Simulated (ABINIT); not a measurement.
The system is As.

```
As
1.0
     1.88080    1.08588    3.51406
    -1.88080    1.08588    3.51406
     0.00000   -2.17176    3.51406
As
2
Direct
  0.22600 0.22600 0.22600
  0.77400 0.77400 0.77400
```

- Program: ABINIT 10.8.3 (patched build)
- Task: relaxation of cell and atoms
- Functional: r2SCAN
- Potentials or basis: JTH PAW PBE v2.0
- Cutoff: 490 eV
- k mesh: 5 × 5 × 5
- Occupations: fermi-dirac, width 0.05 eV
- Spin: no spin polarisation

At the start: pressure 1.6 GPa; volume 21.53 Å³/atom.

Q: How do energy, volume and symmetry change on relaxing?

A: Over 12 steps the energy falls by 3.0 meV/atom and the volume is 22.10 Å³/atom (+2.6 %); space group R-3m (No. 166, to 0.05 Å).

Step by step:
```
step  energy change (eV)  largest force (eV/Å)  pressure (GPa)  volume (Å³)
   1              0.0000                0.0266            1.64        43.06
   2             -0.0022                0.0491            1.19        43.28
   3             -0.0054                0.0927            0.00        43.93
   4             -0.0057                0.0784           -0.07        44.01
   5             -0.0060                0.0295           -0.16        44.13
   6             -0.0060                0.0095           -0.05        44.09
   7             -0.0060                0.0016            0.02        44.06
   8             -0.0060                0.0009            0.02        44.06
   9              0.0200                0.4559            3.23        44.22
  10             -0.0061                0.0096            0.07        44.11
  11             -0.0061                0.0091            0.05        44.14
  12             -0.0061                0.0039            0.00        44.19
```

Final structure:
```
CELL_PARAMETERS angstrom
1.89868 1.09620 3.53889
-1.89868 1.09620 3.53889
0.00000 -2.19240 3.53889
ATOMIC_POSITIONS crystal
As 0.22503 0.22503 0.22503
As 0.77497 0.77497 0.77497
```

Caveat: the k mesh is coarse (spacing up to 0.40 Å⁻¹), so the values aren't converged; the PAW data sets were made with another functional, which shifts forces and pressure a little.
